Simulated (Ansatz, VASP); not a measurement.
**Two plane-wave programs on KI**

The input INCAR:

```
SYSTEM = KI
ALGO     = Normal         ! electronic algorithm
EDIFF    = 1E-6           ! SCF threshold, eV
ENCUT    = 520            ! plane-wave cutoff, eV
GGA      = CA             ! functional
ISIF     = 2              ! what is computed and relaxed
ISMEAR   = 0              ! smearing method
LASPH    = .TRUE.         ! aspherical terms in the spheres
LCHARG   = .FALSE.        ! write CHGCAR
LREAL    = .FALSE.        ! projectors in reciprocal space
LWAVE    = .FALSE.        ! write WAVECAR
NBANDS   = 15             ! bands
NELM     = 60             ! most SCF steps
PREC     = Accurate       ! precision mode
SIGMA    = 0.05           ! smearing width, eV
```

KPOINTS

```
k-points
0
G
  6 6 6
  0 0 0
```

File POSCAR:

```
KI
1.0
    0.0000000000      3.6479092500      3.5245500000
    3.5245500000      0.0000000000      3.5245500000
    3.5245500000      3.6479092500      0.0000000000
K I
1 1
Direct
    0.0000000000      0.0000000000      0.0000000000
    0.5000000000      0.5000000000      0.5000000000
```

Input for Ansatz:

```yaml
crystal:
  lattice:
    - [0.0, 3.64790925, 3.52455]
    - [3.52455, 0.0, 3.52455]
    - [3.52455, 3.64790925, 0.0]
  atoms:
    - { symbol: K, position: [0.0, 0.0, 0.0] }
    - { symbol: I, position: [0.5, 0.5, 0.5] }
basis:
  ecutwfc: 420
kpoints:
  mp_grid: { grid: [6, 6, 6] }
hamiltonian:
  xc: lda
scf:
  occupations: { method: gaussian, width: 0.05 }
output:
  forces: true
  stress: true
  eigenvalues: true
```

Change from the starting cell: strain +0.0350 x Voigt [0, 1, 0, 0, 0, 0], atoms carried along.

Alike in both runs: task single point; functional LDA; k mesh 6 × 6 × 6; occupations gaussian, width 0.05 eV; no spin polarisation.

|  | VASP | Ansatz |
| --- | --- | --- |
| version | VASP 6.6.1 | Ansatz 0.2.0 |
| potentials or method | VASP PAW LDA potentials, release 64 (K_sv, I) | scalar-relativistic, plane waves, PAW |
| plane-wave cutoff (eV) | 520 | 420 |
| valence electrons in the cell | 16 | 26 |

```csv
,VASP,Ansatz,Ansatz less VASP
gap on the k mesh at the Fermi level (eV),3.55,3.54,-0.008
least direct gap on the mesh (eV),3.55,3.54,-0.008
pressure (GPa),-1.5,-1.5,-0.02
largest component of the traceless stress (GPa),0.35,0.34,-0.009
```

The two sets of potentials don't hold the same shells in valence.

Caveats: spin-orbit coupling is left out, which moves the levels of the heavy elements.
